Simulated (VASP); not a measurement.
The system is Te2Mo.

```
Te Mo
1.0
     3.51820    0.00000    0.00000
    -1.75910    3.04685    0.00000
     0.00000    0.00000   13.97360
Te Mo
4 2
Direct
  0.66667 0.33333 0.37900
  0.33333 0.66667 0.87900
  0.66667 0.33333 0.12100
  0.33333 0.66667 0.62100
  0.66667 0.33333 0.75000
  0.33333 0.66667 0.25000
```

```yaml
Program: VASP 6.6.1
Task: relaxation of cell and atoms
Functional: PBEsol
Dispersion: rVV10
Potentials_or_basis: VASP PAW PBE potentials, release 64 (Te, Mo_sv)
Cutoff: 600 eV
k_mesh: 9 × 9 × 2
Occupations: fermi-dirac, width 0.05 eV
Spin: no spin polarisation
```

At the start: pressure -1.4 GPa; volume 24.96 Å³/atom.

How do energy, volume and symmetry change on relaxing?

Over 8 steps the energy falls by 3.0 meV/atom and the volume is 24.22 Å³/atom (-3.0 %); space group P6_3/mmc (No. 194, to 0.05 Å).

The path:
```csv
step,energy change (eV),largest force (eV/Å),pressure (GPa),volume (Å³)
1,0.0000,0.0290,-1.42,149.79
2,0.0052,0.3987,2.03,145.03
3,-0.0105,0.1590,0.08,147.62
4,-0.0147,0.0493,-0.03,147.04
5,-0.0147,0.0405,-0.04,147.00
6,-0.0154,0.0365,-0.04,146.83
7,-0.0168,0.0243,-0.03,146.32
8,-0.0177,0.0012,0.02,145.31
```

Final structure:
```
Te Mo
1.0
     3.48617    0.00000    0.00000
    -1.74309    3.01911    0.00000
     0.00000    0.00000   13.80616
Te Mo
4 2
Direct
  0.66667 0.33333 0.38112
  0.33333 0.66667 0.88112
  0.66667 0.33333 0.11888
  0.33333 0.66667 0.61888
  0.66667 0.33333 0.75000
  0.33333 0.66667 0.25000
```

Caveat: the PAW data sets were made with another functional, which shifts forces and pressure a little.
